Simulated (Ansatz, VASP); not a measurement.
## Si in VASP and in Ansatz

File INCAR:

```
SYSTEM = Si
PREC = Accurate ; ENCUT = 520
EDIFF = 1E-7 ; ISMEAR = 0
SIGMA = 0.028000000000000004 ; LREAL = .False.
LASPH = .True. ; NELM = 100
ALGO = Fast ; ISIF = 2
LWAVE = .False. ; LCHARG = .True.
GGA = PE ; LELF = .True.
LVHAR = .True. ; NBANDS = 11
```

The input KPOINTS:

```
regular mesh
0
Gamma
  8 8 8
  0 0 0
```

The input POSCAR:

```
Si
1.0
    0.0000000000      2.7218511865      2.7218511865
    2.7218511865      0.0000000000      2.7218511865
    2.7218511865      2.7218511865      0.0000000000
Si
2
Direct
    0.5000000000      0.5000000000      0.5000000000
    0.7500000000      0.7500000000      0.7500000000
```

Contents of input.yaml:

```yaml
crystal:
  lattice:
    - [0.0, 2.7218511865, 2.7218511865]
    - [2.7218511865, 0.0, 2.7218511865]
    - [2.7218511865, 2.7218511865, 0.0]
  atoms:
    - { symbol: Si, position: [0.5, 0.5, 0.5] }
    - { symbol: Si, position: [0.75, 0.75, 0.75] }
hamiltonian:
  xc: pbe
  pseudopotentials: { kind: paw }
kpoints:
  mp_grid: { grid: [8, 8, 8] }
scf:
  occupations: { method: gaussian, width: 0.028 }
output:
  forces: true
  stress: true
  eigenvalues: true
  write_density: true
  write_potential: true
  elf: true
  volumetric_format: npy
```

Alike in both runs: task single point; functional PBE; k mesh 8 × 8 × 8; occupations gaussian, width 0.028 eV; no spin polarisation.

|  | VASP | Ansatz |
| --- | --- | --- |
| version | VASP 6.6.1 | Ansatz 0.2.0 |
| potentials or method | VASP PAW PBE potentials, release 64 (Si) | Ansatz PAW |
| plane-wave cutoff (eV) | 520 | 420 |
| valence electrons in the cell | 8 | 8 |

|  | VASP | Ansatz | Ansatz less VASP |
| --- | --- | --- | --- |
| gap on the k mesh at the Fermi level (eV) | 0.63 | 0.63 | -0.003 |
| least direct gap on the mesh (eV) | 2.56 | 2.56 | -0.005 |
| pressure (GPa) | 1.3 | 1.3 | +0.07 |

With one functional, cell and mesh, what is left measures potentials, basis and numerics.

A k mesh can miss the band edges. Expect the measured gap to be larger: semilocal functionals such as PBE lack the derivative discontinuity.
